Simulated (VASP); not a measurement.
Wanted: the native input for a VASP 6.6.1 run.

| Quantity | Value |
| --- | --- |
| Task | single point |
| Functional | TB-mBJ |
| Potentials or basis | VASP PAW PBE potentials, release 64 (Te) |
| Cutoff | 300 eV |
| k mesh | 9 × 9 × 6 |
| Occupations | gaussian, width 0.01 eV |
| Spin | no spin polarisation |
| Further INCAR settings | ALGO = Normal; EDIFF = 1e-06; NBANDS = 16 |

Te:

```xyz
3
Lattice="4.4572 0.0000 0.0000 -2.2286 3.8600 0.0000 0.0000 0.0000 5.9290" Properties=species:S:1:pos:R:3 pbc="T T T"
Te    1.1736    0.0000    1.9763
Te   -0.5868    1.0164    3.9527
Te    1.6418    2.8437    0.0000
```

These files were run (other wordings do the same):

POSCAR

```
Te
1.0
    4.4572000000      0.0000000000      0.0000000000
   -2.2286000000      3.8600484297      0.0000000000
    0.0000000000      0.0000000000      5.9290000000
Te
3
Direct
    0.2633000000      0.0000000000      0.3333333333
    0.0000000000      0.2633000000      0.6666666667
    0.7367000000      0.7367000000      0.0000000000
```

INCAR.step1

```
PREC     = Accurate       # precision mode
ENCUT    = 300            # plane-wave cutoff, eV
EDIFF    = 1E-5           # SCF threshold, eV
ISMEAR   = 0              # smearing method
SIGMA    = 0.01           # smearing width, eV
LREAL    = F              # projectors in reciprocal space
LASPH    = T              # aspherical terms in the spheres
NELM     = 60             # most SCF steps
ALGO     = Normal         # electronic algorithm
ISIF     = 2              # what is computed and relaxed
LWAVE    = T              # write WAVECAR
LCHARG   = F              # write CHGCAR
NBANDS   = 16             # bands
GGA      = PE             # functional
```

INCAR.step2

```
PREC     = Accurate       # precision mode
ENCUT    = 300            # plane-wave cutoff, eV
EDIFF    = 1E-6           # SCF threshold, eV
ISMEAR   = 0              # smearing method
SIGMA    = 0.01           # smearing width, eV
LREAL    = F              # projectors in reciprocal space
LASPH    = T              # aspherical terms in the spheres
NELM     = 60             # most SCF steps
ALGO     = Normal         # electronic algorithm
ISIF     = 2              # what is computed and relaxed
LWAVE    = F              # write WAVECAR
LCHARG   = F              # write CHGCAR
METAGGA  = MBJ            # meta-GGA
NBANDS   = 16             # bands
ISTART   = 1
```

KPOINTS

```
regular mesh
0
Gamma
  9 9 6
```

Potentials or basis: VASP PAW PBE potentials, release 64 (Te).

The run is started by

```console
$ cat potpaw_PBE.64/Te/POTCAR > POTCAR
$ cp INCAR.step1 INCAR
$ mpirun -np 1 vasp_std > vasp.out
$ cp INCAR.step2 INCAR
$ mpirun -np 1 vasp_std > vasp.out
```

Results of the run:

```
Band gap on the k mesh : 0.40 eV, direct
```

Caveat: spin-orbit coupling is left out, which moves the levels of the heavy elements; an odd mesh through Γ misses points on the zone boundary, where band edges often lie.

Run time: 96 s on 1 thread of Intel(R) Xeon(R) Platinum 8488C (Sapphire Rapids) (shared host), peak memory 0.19 GiB.
